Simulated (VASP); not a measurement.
Input of a VASP 6.6.1 run:

INCAR

```
PREC = Accurate ; ENCUT = 520
EDIFF = 1E-7 ; ISMEAR = -1
SIGMA = 0.05 ; LREAL = F
LASPH = T ; NELM = 80
ALGO = Normal ; ISIF = 2
LWAVE = F ; LCHARG = F
GGA = PE ; NBANDS = 10
```

Contents of KPOINTS:

```
regular mesh
0
Gamma
  12 12 12
```

The input POSCAR:

```
Re
1.0
    0.0000000000      1.9750000000      1.9750000000
    1.9750000000      0.0000000000      1.9750000000
    1.9750000000      1.9750000000      0.0000000000
Re
1
Direct
    0.0000000000      0.0000000000      0.0000000000
```

Potentials or basis: VASP PAW PBE potentials, release 64 (Re).

Run with:

```bash
$ cat potpaw_PBE.64/Re/POTCAR > POTCAR
$ mpirun -np 1 vasp_std > vasp.out
```

Q: Predict the band gap on the k mesh.

A: None (metal or under the smearing width).

Q: What does it give for the pressure?

A: -9.8 GPa.

Spin-orbit coupling is left out, which matters for the levels of Re.
